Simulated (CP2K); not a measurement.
Runs of CP2K 2026.2 on SnO2 (Cassiterite). The structure is tetragonal, space group P4_2/mnm (No. 136). The conventional cell has a = 4.738 Å, b = 4.738 Å, c = 3.187 Å, α = 90.00°, β = 90.00°, γ = 90.00°. Sn (site symmetry mmm) is surrounded by 6 O at 2.05 to 2.06 Å. Around O (site symmetry m2m) lie 3 Sn at 2.05 to 2.06 Å. 

```tsv
level	potentials or basis	spin	smearing	EPS_DEFAULT	k points reduced by the point group	NGRIDS	points a segment of the path (NPOINTS)	bands added on the path	gap on the mesh (eV)	pressure (GPa)	largest force (eV/Å)
PBEsol	POTENTIAL_UZH Sn GTH-PBE-q4, O GTH-PBE-q6; TZVP-MOLOPT-PBE-GTH basis	off	fermi-dirac 0.05 eV	1.0E-10	yes	4	10	2	(b)	12.8	0.29
r2SCAN	POTENTIAL_UZH Sn GTH-SCAN-q4, O GTH-SCAN-q6; TZVP-MOLOPT-SCAN-GTH basis	off	fermi-dirac 0.01 eV	1.0E-9	yes	5	10	4	1.77	-15.1	0.08
TB-mBJ	POTENTIAL_UZH Sn GTH-PBE-q4, O GTH-PBE-q6; TZVP-MOLOPT-PBE-GTH basis	off	fermi-dirac 0.1 eV	1.0E-10	yes	4	6	6	2.14	-	-
LDA	GTH_POTENTIALS Sn GTH-PADE-q4, O GTH-PADE-q6; TZVP-MOLOPT-PBE-GTH basis	off	fermi-dirac 0.01 eV	1.0E-9	yes	5	8	4	0.92	-2.8	(a)
PBE	POTENTIAL_UZH Sn GTH-PBE-q4, O GTH-PBE-q6; TZVP-MOLOPT-PBE-GTH basis	off	fermi-dirac 0.05 eV	1.0E-9	yes	5	10	4	(c)	14.2	0.30
PBE	GTH_SOC_POTENTIALS Sn GTH-PBE-q4, O GTH-PBE-q6; TZVP-MOLOPT-PBE-GTH basis	SOC, no magnetisation	fermi-dirac 0.0259 eV	1.0E-10	-	5	6	2	-	14.1	0.29
```

Alike in all rows: task band structure; cell as given; k mesh 6 × 6 × 8.

Task: Estimate the missing entries.

Result: (a) 0.04; (b) 1.02; (c) 1.09.

Caveats: the basis of atomic orbitals isn't converged, which shifts pressures, moduli and gaps; spin-orbit coupling is left out, which moves the levels of the heavy elements (some runs); the potentials were made for another functional, which shifts forces and pressure (some runs); so large a pressure means that the cell lies far from this level's equilibrium, or that cutoff or potentials fall short (some runs); this is a model potential without an energy functional, so only levels have meaning (some runs).

A k mesh can miss the band edges, and rows without SOC leave out spin-orbit coupling on Sn.
